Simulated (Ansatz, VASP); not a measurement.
One calculation of PtSe, two programs

File INCAR:

```
  PREC = Accurate
  ENCUT = 520
  EDIFF = 1E-7
  ISMEAR = -1
  SIGMA = 0.05
  LREAL = False
  LASPH = True
  NELM = 60
  ALGO = Normal
  ISIF = 2
  LWAVE = False
  LCHARG = False
  GGA = PE
  NBANDS = 15
```

The input KPOINTS:

```
Automatic mesh
0
Gamma
  8 8 8
```

POSCAR

```
PtSe
1.0
    0.0000000000      3.0170610639      3.0170610639
    3.0170610639      0.0000000000      3.0170610639
    3.0170610639      3.0170610639      0.0000000000
Pt Se
1 1
Direct
    0.0000000000      0.0000000000      0.0000000000
    0.2500000000      0.2500000000      0.2500000000
```

File input.yaml:

```yaml
crystal:
  lattice:
    - [0.0, 3.0170610639, 3.0170610639]
    - [3.0170610639, 0.0, 3.0170610639]
    - [3.0170610639, 3.0170610639, 0.0]
  atoms:
    - { symbol: Pt, position: [0.0, 0.0, 0.0] }
    - { symbol: Se, position: [0.25, 0.25, 0.25] }
hamiltonian:
  xc: pbe
  pseudopotentials: { kind: paw }
kpoints:
  mp_grid: { grid: [8, 8, 8] }
scf:
  occupations: { method: fermi_dirac, width: 0.05 }
output:
  forces: true
  stress: true
  eigenvalues: true
  write_density: true
  write_potential: true
  elf: true
  volumetric_format: npy
```

Change from the starting cell: volume scaled by 0.98.

Alike in both runs: task single point; functional PBE; k mesh 8 × 8 × 8; occupations fermi-dirac, width 0.05 eV; no spin polarisation.

```csv
,VASP,Ansatz
version,VASP 6.6.1,Ansatz 0.2.0
potentials or method,"VASP PAW PBE potentials, release 64 (Pt, Se)",Ansatz PAW
plane-wave cutoff (eV),520,420
valence electrons in the cell,16,34
```

```tsv
	VASP	Ansatz	Ansatz less VASP
gap on the k mesh at the Fermi level (eV)	none	none	-
pressure (GPa)	-10.5	-10.5	+0.03
```

A gap of «none» marks a metal or a gap that the smearing closes. With one functional, cell and mesh, what is left measures potentials, basis and numerics. The two sets of potentials don't hold the same shells in valence.

The runs have no spin-orbit coupling, so splittings on Pt are missing.
